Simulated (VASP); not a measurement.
**HgSe in VASP 6.6.1, single-point calculation**

INCAR

```
IBRION = -1
EDIFF = 1E-7
NELM = 82
LASPH = .TRUE.
ISIF = 2
NSW = 0
ENCUT = 520
LWAVE = .FALSE.
SIGMA = 0.02
NBANDS = 16
LCHARG = .FALSE.
GGA = PE
ISMEAR = -1
PREC = Accurate
LREAL = .FALSE.
```

KPOINTS

```
KPOINTS created by Atomic Simulation Environment
0
Gamma
4 4 4
0 0 0
```

POSCAR

```
Hg Se
 1.0000000000000000
     0.0000000000000000    3.0926650940000000    3.1273029431000001
     3.0926650940000000    0.0000000000000000    3.1273029431000001
     3.0926650940000000    3.0926650940000000    0.0000000000000000
 Hg  Se
   1   1
Cartesian
  0.0000000000000000  0.0000000000000000  0.0000000000000000
  1.5463325470000000  1.5463325470000000  1.5636514715499998
```

The recommended PBE PAW datasets give the neutral cell 18 valence electrons.

Command

```
mpirun -np 1 vasp_std
```

Predict the outcome of this run.

It converged. Results: gap between bands v and c on the k mesh 0.00 eV; least direct gap on the k mesh 0.00 eV; pressure 1.7 GPa. Band v is the last that the valence electrons fill when counted band by band, and c is the next.

OSZICAR

```
N       E                     dE             d eps       ncg     rms          rms(c)
DAV:   1     0.109525995432E+03    0.10953E+03   -0.82634E+03   416   0.993E+02
DAV:   2    -0.214974200732E+00   -0.10974E+03   -0.10235E+03   488   0.236E+02
DAV:   3    -0.432143727153E+01   -0.41065E+01   -0.40920E+01   472   0.472E+01
DAV:   4    -0.433939942319E+01   -0.17962E-01   -0.17959E-01   544   0.313E+00
DAV:   5    -0.433949320121E+01   -0.93778E-04   -0.93778E-04   504   0.207E-01    0.695E+00
DAV:   6    -0.403226255698E+01    0.30723E+00   -0.51287E-01   576   0.979E+00    0.559E+00
DAV:   7    -0.402196973173E+01    0.10293E-01   -0.12137E-01   472   0.241E+00    0.258E+00
DAV:   8    -0.402142502464E+01    0.54471E-03   -0.14198E-02   512   0.141E+00    0.193E-01
DAV:   9    -0.402130033971E+01    0.12468E-03   -0.16651E-03   496   0.560E-01    0.689E-02
DAV:  10    -0.402130743508E+01   -0.70954E-05   -0.17422E-04   472   0.163E-01    0.337E-02
DAV:  11    -0.402132732955E+01   -0.19894E-04   -0.69187E-05   480   0.804E-02    0.253E-02
DAV:  12    -0.402132501424E+01    0.23153E-05   -0.10665E-05   496   0.433E-02    0.792E-03
DAV:  13    -0.402132504389E+01   -0.29647E-07   -0.65756E-07   512   0.515E-03
   1 F= -.40213250E+01 E0= -.40207731E+01  d E =-.110390E-02
```

These settings aren't sound, so the numbers aren't properties of the crystal.

On sound settings PBE gives a gap of 0.00 eV on its mesh and a pressure of 1.3 GPa for the intended cell.
